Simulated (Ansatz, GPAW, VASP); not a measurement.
**One calculation of Pb, 3 ways**

```
Pb
1.0
     0.00000    2.47502    2.47502
     2.47502    0.00000    2.47502
     2.47502    2.47502    0.00000
Pb
1
Direct
  0.00000 0.00000 0.00000
```

Alike in all runs: task single point; functional PBE; k mesh 9 × 9 × 9; occupations gaussian, width 0.027 eV; no spin polarisation; no spin-orbit coupling. Pressure is positive in compression and, in plane waves, holds the error of the finite cutoff.

```csv
program and potentials,plane-wave cutoff (eV),notes,pressure (GPa)
"VASP, PBE PAW files Pb_d, 520 eV",520,-,?
"Ansatz, all-electron LAPW, scalar-relativistic",-,-,2.26
"GPAW, GPAW PAW data sets (gpaw-data 1.2.1)",600,-,2.00
```

Q: Estimate from the other rows what the run with VASP, PBE PAW files Pb_d, 520 eV gave.

A: Pressure 2.16 GPa. The other rows, which needn't bracket it: pressure 2.00 to 2.26.
